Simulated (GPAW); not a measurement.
Runs of GPAW 26.7.0 on CdS (Hawleyite). It takes space group F-43m (No. 216, cubic). The conventional cell has a = 5.833 Å, b = 5.833 Å, c = 5.833 Å, α = 90.00°, β = 90.00°, γ = 90.00°. Around Cd (site symmetry -43m) lie 4 S at 2.53 Å. Around S (site symmetry -43m) lie 4 Cd at 2.53 Å. 

| task | level | potentials or basis | spin | cell | k mesh | smearing | optimizer | fmax | max steps | convergence | eigensolver | gap on the mesh (eV) | pressure (GPa) | relaxed volume (Å³/atom) |
| --- | --- | --- | --- | --- | --- | --- | --- | --- | --- | --- | --- | --- | --- | --- |
| relaxation of cell and atoms | PBEsol+D3(BJ) | PAW data sets generated in the run's folder for this functional, pw | off | relaxed | 8 × 8 × 8 | fermi-dirac 0.05 eV | BFGS | 0.02 eV/Å | 40 | density=1e-05 forces=0.0001 | - | 1.06 | 0.1 | (a) |
| relaxation of cell and atoms | BLYP+D3(BJ) | PAW data sets generated in the run's folder for this functional, pw | off | relaxed to 5 GPa | 8 × 8 × 8 | fermi-dirac 0.05 eV | LBFGS | 0.02 eV/Å | 60 | density=1e-05 forces=0.0001 | davidson | 1.21 | 5.0 | - |
| relaxation of cell and atoms | RPBE+D3(BJ) | the program's PAW data sets (release 1.2.1) made for this functional, pw | off | relaxed | 8 × 8 × 8 | fermi-dirac 0.05 eV | BFGS | 0.01 eV/Å | 40 | density=1e-05 forces=0.0001 | - | (c) | 0.0 | 23.25 |
| relaxation of cell and atoms | revPBE+D4 | the program's PAW data sets (release 1.2.1) made for this functional, pw | off | relaxed | 8 × 8 × 8 | fermi-dirac 0.05 eV | LBFGS | 0.05 eV/Å | 60 | density=1e-05 forces=0.0001 | - | (b) | 0.1 | - |
| relaxation of cell and atoms | BLYP+D4 | PAW data sets generated in the run's folder for this functional, pw | off | relaxed | 8 × 8 × 8 | fermi-dirac 0.05 eV | BFGS | 0.02 eV/Å | 40 | density=1e-05 forces=0.0001 | davidson | 1.02 | 0.0 | 25.40 |
| single point | RPBE | the program's PAW data sets (release 1.2.1) made for this functional, pw | off | as given | 8 × 8 × 8 | gaussian 0.05 eV | - | - | - | - | - | 1.31 | 4.8 | - |
| relaxation of cell and atoms | BLYP | PAW data sets generated in the run's folder for this functional, pw | off | relaxed to 1 GPa | 8 × 8 × 8 | fermi-dirac 0.05 eV | BFGS | 0.01 eV/Å | 100 | density=1e-05 forces=0.0001 | davidson | 0.89 | 1.0 | - |
| band structure | r2SCAN | GPAW PAW data sets (gpaw-data 1.2.1), pw | SOC, no magnetisation | as given | 6 × 6 × 6 | fermi-dirac 0.05 eV | - | - | - | - | - | 1.54 | (d) | - |

Alike in all rows: cutoff (eV) 600.

**Question.** Estimate the missing entries.

**Answer.** (a) 23.89; (b) 1.26; (c) 1.44; (d) 1.4.

Caveats: later steps reuse the first step's grids (some runs); the relaxation stopped at its first step, so nothing moved (some runs); spin-orbit coupling was added after a scalar SCF, so levels and gaps hold it while energy, forces, pressure and moments don't (some runs); this program's spin-orbit splittings come out too wide for heavy elements (some runs); the PAW data sets were made with another functional, which shifts forces and pressure a little (some runs).

A k mesh can miss the band edges, and rows without SOC leave out spin-orbit coupling on Cd.

Runs at the PBE level aren't shown here.
